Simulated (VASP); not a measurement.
# Hg (P6/mmm) in VASP: relaxation of cell and atoms with PBE+D3(BJ)

Aim: the relaxation of cell and atoms of Hg with PBE+D3(BJ).

Program: VASP 6.6.1. These are calculated values, not measurements. Logs are shortened: lines on timing, memory, paths and dates and some standing lists are left out, and cuts for length are marked.

## Step 1: Starting point

Symmetry: P6/mmm, No. 191, hexagonal system. Conventional cell: a = 4.540 Å, b = 4.540 Å, c = 3.870 Å, α = 90.00°, β = 90.00°, γ = 120.00°. Hg (site symmetry -6m2) has 3 Hg at 2.62 Å as nearest neighbours. Hg (site symmetry 6/mmm) is surrounded by 12 Hg at 3.26 Å.

## Step 2: Relaxation of cell and atoms, PBE+D3(BJ)

INCAR

```
  PREC = Accurate
  ENCUT = 600
  EDIFF = 1E-7
  ISMEAR = 0
  SIGMA = 0.1
  LREAL = F
  LASPH = T
  NELM = 100
  ALGO = Fast
  ISIF = 3
  LWAVE = F
  LCHARG = F
  GGA = PE
  IVDW = 12
  IBRION = 2
  NSW = 100
  EDIFFG = -0.05
```

KPOINTS

```
Automatic mesh
0
Gamma
  6 6 6
```

POSCAR

```
Hg
1.0
    4.5400000000      0.0000000000      0.0000000000
   -2.2700000000      3.9317553332      0.0000000000
    0.0000000000      0.0000000000      3.8700000000
Hg
3
Direct
    0.3333333333      0.6666666667      0.5000000000
    0.0000000000      0.0000000000      0.0000000000
    0.6666666667      0.3333333333      0.5000000000
```

Potentials or basis: VASP PAW PBE potentials, release 64 (Hg).

Started as:

```sh
$ cat potpaw_PBE.64/Hg/POTCAR > POTCAR
$ mpirun -np 1 vasp_std > vasp.out
```

OUTCAR:

```text
PREC = Accurate
   ENCUT = 600
   EDIFF = 1E-7
   ISMEAR = 0
   LREAL = F
   LASPH = T
   NELM = 100
   ISIF = 3
   GGA = PE
   IVDW = 12
   IBRION = 2
   NSW = 100
   EDIFFG = -0.05
 IVDW          = 12

 ion  position               nearest neighbor table
   1  0.333  0.667  0.500-   3 2.62   3 2.62   3 2.62   2 3.26   2 3.26   2 3.26   2 3.26   2 3.26
                             2 3.26
   2  0.000  0.000  0.000-   1 3.26   3 3.26   1 3.26   3 3.26   3 3.26   3 3.26   1 3.26   1 3.26
                             3 3.26   3 3.26   1 3.26   1 3.26
   3  0.667  0.333  0.500-   1 2.62   1 2.62   1 2.62   2 3.26   2 3.26   2 3.26   2 3.26   2 3.26
                             2 3.26

  LATTYP: Found a hexagonal cell.
 ALAT       =     4.5400000000
 C/A-ratio  =     0.8524229075

  Lattice vectors:

 A1 = (   4.5400000000,   0.0000000000,   0.0000000000)
 A2 = (  -2.2700000000,   3.9317553332,   0.0000000000)
 A3 = (   0.0000000000,   0.0000000000,   3.8700000000)

Analysis of symmetry for initial positions (statically):
=====================================================================
 Subroutine PRICEL returns:
 Original cell was already a primitive cell.

 Routine SETGRP: Setting up the symmetry group for a
 hexagonal supercell.

 Subroutine GETGRP returns: Found 24 space group operations
 (whereof 24 operations were pure point group operations)
 out of a pool of 24 trial point group operations.

The static configuration has the point symmetry D_6h.

Analysis of symmetry for dynamics (positions and initial velocities):
=====================================================================
 Subroutine PRICEL returns:
 Original cell was already a primitive cell.

 Routine SETGRP: Setting up the symmetry group for a
 hexagonal supercell.

 Subroutine GETGRP returns: Found 24 space group operations
 (whereof 24 operations were pure point group operations)
 out of a pool of 24 trial point group operations.

The dynamic configuration has the point symmetry D_6h.

 Subroutine INISYM returns: Found 24 space group operations
 (whereof 24 operations are pure point group operations),
 and found     1 'primitive' translations

----------------------------------------------------------------------------------------

                                     Primitive cell

  volume of cell :      69.0802

  direct lattice vectors                    reciprocal lattice vectors
     4.540000000  0.000000000  0.000000000     0.220264317  0.127169663  0.000000000
    -2.270000000  3.931755333  0.000000000     0.000000000  0.254339326  0.000000000
     0.000000000  0.000000000  3.870000000     0.000000000  0.000000000  0.258397933

  length of vectors
     4.540000000  4.540000000  3.870000000     0.254339326  0.254339326  0.258397933

[... 92 lines left out ...]
   PSTRESS=    0.0 pullay stress
   NELECT =      36.0000    total number of electrons
   NUPDOWN=      -1.0000    fix difference up-down
   EMIN   =  10.00;   EMAX   =-10.00  energy-range for DOS
   EFERMI =   0.00;   METHOD = LEGACY
   ISMEAR =     0;   SIGMA  =   0.10  broadening in eV -4-tet -1-fermi 0-gaus
   EFERMI_NEDOS =   21; number of points for ismear=-14 and -15
   IALGO  =     68    algorithm
   IMIX   =      4    mixing-type and parameters
     AMIX     =   0.40;   BMIX     =  1.00
     AMIX_MAG =   1.60;   BMIX_MAG =  1.00
  volume/ion in A,a.u.               =      23.03       155.39
  Fermi-wavevector in a.u.,A,eV,Ry     =   1.317421  2.489565 23.614244  1.735598
  Thomas-Fermi vector in A             =   2.447463
   LORBIT       =      0    0 simple, 1 ext, 2 COOP (PROOUT), +10 PAW based schemes
   GGA     = PE    functional components
   LHFCALC =     F    Hartree Fock is set to
   AEXX    =    0.0000 exact exchange contribution
   IVDW    =    12    specifies the selected vdW correction
   LEPSILON=     F    determine dielectric tensor
   LRPA    =     F    only Hartree local field effects (RPA)
 conjugate gradient relaxation of ions
 non-spin polarized calculation
 RMM-DIIS sequential band-by-band and
 Gauss-broadening in eV      SIGMA  =   0.10
  energy-cutoff  :      600.00
  volume of cell :       69.08
 maximum number of plane-waves:      2343
   NGX = 19   NGY = 19   NGZ = 15

--------------------------------------- Ionic step        1  -------------------------------------------

 number of electron      36.0000009 magnetization

 Free energy of the ion-electron system (eV)
  ---------------------------------------------------
  ext. energy  EPLUGINS =         0.00000000
  ---------------------------------------------------
  free energy    TOTEN  =         0.52995007 eV

  energy without entropy =        0.53801985  energy(sigma->0) =        0.53398496

------------------------ aborting loop because EDIFF is reached ----------------------------------------

 Edisp (eV)   -1.37151

 E8    (eV) :    -0.6234
[... 108 lines left out ...]
  FREE ENERGIE OF THE ION-ELECTRON SYSTEM (eV)
  ---------------------------------------------------
  free  energy   TOTEN  =        -1.4356674465 eV

  energy  without entropy=       -1.4287672195  energy(sigma->0) =       -1.43221733

 E-fermi :   1.5065     XC(G=0):  -9.8822

 val. band max:        1.4663224948   @ k =   0.1667   0.0000   0.3333
 cond. band min:       1.5695123897   @ k =   0.5000   0.0000   0.1667
 fundamental gap:      0.1031898949
 Fermi energy:         1.5065332227

 k-point     1 :       0.0000    0.0000    0.0000
  band No.  band energies     occupation
      1      -6.3665      2.00000
      2      -5.5740      2.00000
      3      -5.1672      2.00000
      4      -5.1672      2.00000
      5      -4.9697      2.00000
      6      -4.9418      2.00000
[... 589 lines left out ...]
     21       4.4943      0.00000
     22       4.6995      0.00000

 [... further k-points ...]

[... ionic steps 4 to 11 ...]

--------------------------------------- Ionic step       12  -------------------------------------------

 number of electron      35.9999994 magnetization

------------------------ aborting loop because EDIFF is reached ----------------------------------------
[... 77 lines left out ...]
--------------------------------------- Ionic step       14  -------------------------------------------

 number of electron      35.9999987 magnetization

 Free energy of the ion-electron system (eV)
  ---------------------------------------------------
  ext. energy  EPLUGINS =         0.00000000
  ---------------------------------------------------
  free energy    TOTEN  =        -0.47627302 eV

  energy without entropy =       -0.47450122  energy(sigma->0) =       -0.47538712

 E-fermi :   1.9297     XC(G=0): -10.3653

 val. band max:        1.7737659483   @ k =   0.1667   0.0000   0.3333
 cond. band min:       2.0059263566   @ k =   0.3333  -0.0000   0.5000
 fundamental gap:      0.2321604083
 Fermi energy:         1.9296774148

 k-point     1 :       0.0000    0.0000    0.0000
  band No.  band energies     occupation
      1      -6.3017      2.00000
      2      -5.6413      2.00000
      3      -5.2554      2.00000
      4      -5.0338      2.00000
      5      -4.6998      2.00000
      6      -4.6998      2.00000
[... 625 lines left out ...]
  FREE ENERGIE OF THE ION-ELECTRON SYSTEM (eV)
  ---------------------------------------------------
  free  energy   TOTEN  =        -1.6968548770 eV

  energy  without entropy=       -1.6950830811  energy(sigma->0) =       -1.69596898

 reached required accuracy - stopping structural energy minimisation
```

OSZICAR:

```text
N       E                     dE             d eps       ncg     rms          rms(c)
DAV:   1     0.328387463332E+03    0.32839E+03   -0.20671E+04  1232   0.180E+03
[... 160 lines left out ...]
RMM:   3    -0.477511379705E+00    0.54617E-02   -0.15768E-02  1232   0.746E-01    0.429E-01
RMM:   4    -0.476289960773E+00    0.12214E-02   -0.21934E-03  1232   0.395E-01    0.589E-02
RMM:   5    -0.476275836069E+00    0.14125E-04   -0.72230E-04  1232   0.211E-01    0.461E-02
RMM:   6    -0.476272476499E+00    0.33596E-05   -0.10926E-04  1232   0.996E-02    0.162E-02
RMM:   7    -0.476272956687E+00   -0.48019E-06   -0.97597E-06  1232   0.157E-02    0.243E-03
RMM:   8    -0.476273080512E+00   -0.12382E-06   -0.15183E-06   919   0.668E-03    0.162E-03
RMM:   9    -0.476273020572E+00    0.59940E-07   -0.16274E-07   677   0.175E-03
  14 F= -.16968549E+01 E0= -.16959690E+01  d E =-.321384E-02
```

CONTCAR:

```text
Hg
   1.00000000000000
     5.4005902575823548    0.0000000000000000    0.0000000000000000
    -2.7002951287911774    4.6770483585268483    0.0000000000000001
    -0.0000000000000000    0.0000000000000000    3.0631500916183794
  Hg
     3
Direct
     0.3333333332999970    0.6666666667000030    0.5000000000000000
     0.0000000000000000    0.0000000000000000    0.0000000000000000
     0.6666666667000030    0.3333333332999970    0.5000000000000000

  0.00000000E+00  0.00000000E+00  0.00000000E+00
  0.00000000E+00  0.00000000E+00  0.00000000E+00
  0.00000000E+00  0.00000000E+00  0.00000000E+00
```

Wall time 7.3 min (1 thread of Intel Xeon Platinum 8259CL at 2.50GHz (Skylake/Cascade Lake), shared host); peak memory 0.23 GiB.

Results:

* Free energy: -1.6969 eV
* Relaxed volume: 25.79 Å³/atom
* Relaxed cell: a = 5.401 Å, b = 5.401 Å, c = 3.063 Å, α = 90.00°, β = 90.00°, γ = 120.00°
* Space group after relaxing (to 0.05 Å): P6/mmm (No. 191)
* Energy gained by relaxing: 285.1 meV/atom
* Ionic steps: 14
* Pressure after relaxing: 0.1 GPa
* Band gap on the k mesh: none (metal or under the smearing width)
* Dispersion energy per atom: -0.407 eV

The path:
```tsv
step	energy change (eV)	largest force (eV/Å)	pressure (GPa)	volume (Å³)
1	0.0000	0.0000	10.65	69.08
2	-0.5833	0.0000	0.12	85.31
3	-0.5941	0.0000	-0.26	87.26
4	-0.6002	0.0000	-0.85	91.22
5	-0.6006	0.0000	-0.73	90.50
6	-0.6353	0.0000	-0.74	89.04
7	-0.7366	0.0000	-0.71	84.45
8	-0.8398	0.0000	1.23	74.39
9	-0.8371	0.0000	-0.26	78.79
10	-0.8514	0.0000	0.29	76.81
11	-0.8521	0.0000	0.44	76.36
12	-0.8521	0.0000	0.55	76.05
13	-0.8541	0.0000	-0.22	78.16
14	-0.8553	0.0000	0.05	77.37
```

Final structure:
```
CELL_PARAMETERS angstrom
5.40059 0.00000 0.00000
-2.70030 4.67705 0.00000
0.00000 0.00000 3.06315
ATOMIC_POSITIONS crystal
Hg 0.33333 0.66667 0.50000
Hg 0.00000 0.00000 0.00000
Hg 0.66667 0.33333 0.50000
```

Caveat: the volume moved by +12 % from the deposited cell, more than functionals usually miss; pairwise dispersion overbinds metals, which lowers pressure and volume; the relaxation stopped at a loose force limit of 0.05 eV/Å, so its end isn't a converged minimum.
